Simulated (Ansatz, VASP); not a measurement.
# Nb in VASP and in Ansatz

```xyz
1
Lattice="0.0000 2.1092 2.1092 2.1092 0.0000 2.1092 2.1092 2.1092 0.0000" Properties=species:S:1:pos:R:3 pbc="T T T"
Nb    0.0000    0.0000    0.0000
```

This isn't the form of Nb at room conditions, which is bcc.

Alike in both runs: task single point; functional PBE; k mesh 18 × 18 × 18; occupations gaussian, width 0.1 eV; no spin polarisation.

|  | VASP | Ansatz |
| --- | --- | --- |
| version | VASP 6.6.1 | Ansatz 0.2.0 |
| potentials or method | VASP PAW PBE potentials, release 64 (Nb_sv) | scalar-relativistic, plane waves, PAW |
| plane-wave cutoff (eV) | 520 | 420 |
| valence electrons in the cell | 13 | 13 |

VASP gave:

* gap on the k mesh at the Fermi level (eV): none
* pressure (GPa): -0.3

Question: What did Ansatz give for the same quantities?

Answer: gap on the k mesh at the Fermi level (eV): none; pressure (GPa): 0.0.

A gap of «none» marks a metal or a gap that the smearing closes.
